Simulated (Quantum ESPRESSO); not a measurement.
WS2:

```
W S
1.0
     0.00000    3.00794    3.00794
     3.00794    0.00000    3.00794
     3.00794    3.00794    0.00000
W S
1 2
Cartesian
  0.0000 0.0000 0.0000
  1.5040 1.5040 1.5040
  4.5119 4.5119 4.5119
```

Measurements of this composition are mostly on another form, of space group No. 194.

Base run:

| Property | Result |
| --- | --- |
| Program | Quantum ESPRESSO 7.5 |
| Functional | LDA |
| Potentials or basis | GBRV 1.5 LDA |
| Cutoff | 762 eV |
| Density cutoff | 6095 eV |
| k mesh | 6 × 6 × 6 |
| Occupations | gaussian, width 0.05 eV |
| Spin | collinear spin, ferromagnetic start |
| Starting moments | [2.0, 0.0, 0.0] μB |
| Hubbard terms | W d U = 1 eV |

Its results: band gap on the k mesh none (metal or under the smearing width); pressure -12.1 GPa; net moment 1.86 μB per cell; site moments W +1.25; S +0.00 μB.

Problem. The run is repeated on the same cell with these changes: hubbard terms from W d U = 1 eV to W d U = 2 eV. What comes out?

Solution. Band gap on the k mesh none (metal or under the smearing width); pressure -10.7 GPa; net moment 1.91 μB per cell; site moments W +1.33; S -0.01 μB.
